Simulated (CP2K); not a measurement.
# SnTe under changes of volume

One of the cells (47.091 Å³/atom); the others are scaled copies at fixed shape and fractional positions:

```
Te Sn
1.0
     5.10693    0.00000    0.00000
     2.55347    4.42273    0.00000
     2.55347    1.47424    4.16979
Te Sn
1 1
Direct
  0.25000 0.25000 0.25000
  0.00000 0.00000 0.00000
```

Measurements of this composition are mostly on another form, of space group No. 225.

| Item | Value |
| --- | --- |
| Program | CP2K 2026.2 |
| Functional | PBEsol |
| Potentials or basis | POTENTIAL_UZH Te GTH-PBE-q6, Sn GTH-PBE-q4; TZVP-MOLOPT-PBE-GTH basis |
| Density cutoff | 6123 eV |
| k mesh | 7 × 7 × 7 |
| Occupations | fermi-dirac, width 0.05 eV |
| Spin | no spin polarisation |

```csv
volume (Å³/atom),energy over the lowest point (meV/atom),pressure (GPa)
44.265,9.62,1.4
45.207,3.18,0.8
46.149,0.06,0.2
47.091,0.00,-0.3
48.033,?,?
48.974,8.19,-1.1
49.916,15.93,-1.5
```

Problem. What does the run at 48.033 Å³/atom give?

Solution. Energy over the lowest point 2.81 meV/atom; pressure -0.7 GPa.

Worked out: A Birch-Murnaghan fit of order 3 (a polynomial in V^(-2/3)) to the other rows has its minimum at 46.63 Å³/atom with B0 = V·E''(V) = 25 GPa and B' = 3.2. It gives 2.80 meV/atom at 48.033 Å³/atom, against the run's 2.81, and -dE/dV = -0.7 GPa, against -0.7.

Energies are extrapolated to zero smearing.

Caveats: the potentials were made for another functional, which shifts forces and pressure; the basis of atomic orbitals isn't converged, which shifts pressures, moduli and gaps.
